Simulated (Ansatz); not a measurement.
# Elastic constants of CsBr (Pm-3m), step by step

```
CELL_PARAMETERS angstrom
4.24018 0.00000 0.00000
0.00000 4.24018 0.00000
0.00000 0.00000 4.24018
ATOMIC_POSITIONS crystal
Cs 0.00000 0.00000 0.00000
Br 0.50000 0.50000 0.50000
```

Conventional cell: a = 4.240 Å, b = 4.240 Å, c = 4.240 Å, α = 90.00°, β = 90.00°, γ = 90.00°. Cs (atom 1) is surrounded by 8 Br at 3.67 Å. Br (atom 2) is surrounded by 8 Cs at 3.67 Å.

Computed, not measured; unless marked otherwise by PBEsol, all-electron LAPW in Ansatz 0.2.0, scalar-relativistic. k mesh 6×6×6, fixed occupations, basis error target 0.5 meV/atom. The cell was relaxed by PAW under this functional.

The cell is cubic and carries a residual pressure of 0.02 GPa at this level. Each strain component that symmetry leaves independent is applied at ±0.003, the ions relax wherever a strain frees them, and the stress (tension positive, GPa) is read. Shears are engineering strains, γ = 2ε.

| strain | size | σxx | σyy | σzz | σyz | σxz | σxy |
| --- | --- | --- | --- | --- | --- | --- | --- |
| xx | -0.003 | -0.1177 | -0.0483 | -0.0483 | 0.0000 | 0.0000 | 0.0000 |
| xx | +0.003 | 0.0700 | 0.0012 | 0.0012 | 0.0000 | 0.0000 | 0.0000 |
| yz | -0.003 | -0.0235 | -0.0235 | -0.0235 | -0.0253 | 0.0000 | 0.0000 |
| yz | +0.003 | -0.0235 | -0.0235 | -0.0235 | 0.0253 | 0.0000 | 0.0000 |

A central difference gives one constant, for example C11 ≈ (0.0700 − (-0.1177))/(0.006) = 31.3 GPa; the program then imposes the crystal's symmetry on the whole matrix.

What are the independent elastic constants?

C11 = 31.3, C12 = 8.2, C44 = 8.4 GPa.

Do they meet the Born conditions?

C11 − C12 = 23.0, C11 + 2C12 = 47.8 and C44 = 8.4 GPa must all be positive, so the crystal is elastically stable; that says nothing yet of its phonons.

What moduli does a random aggregate of grains have?

B = (C11 + 2C12)/3 = 15.9 GPa. G_V = (C11 − C12 + 3C44)/5 = 9.7 and G_R = 5(C11 − C12)C44/(4C44 + 3(C11 − C12)) = 9.4, so G_H = 9.6 GPa. Then E = 9BG/(3B + G) = 23.9 GPa, ν = (3B − 2G)/(6B + 2G) = 0.250 and B/G = 1.67, on the brittle side of Pugh's 1.75 (a rule of thumb, made for metals; it doesn't predict ductility here).

With the density of 4.636 g/cm³, how fast does sound travel, and what Debye temperature follows?

```
direction  slow (m/s)  middle (m/s)  fast (m/s)
    [100]        1348          1348        2598
    [110]        1348          1577        2466
    [111]        1504          1504        2420
```

The mean of v⁻³ over directions and branches gives v_m = 1590 m/s and θ_D = (ħ/k_B) v_m (6π²n)^(1/3) = 141 K, n being atoms per volume. Young's modulus spans 21 to 28 GPa over directions, and the universal anisotropy index is 0.12.

How far do the constants move if PAW replaces LAPW in the same cell?

```
constant  LAPW (GPa)  PAW (GPa)  difference
     C11        31.3       31.3         0.0
     C12         8.2        8.3         0.1
     C44         8.4        8.4         0.0
```

Caveats: the frozen-core PAW files of the compared runs were fitted under PBE, their cores solved anew for this functional.
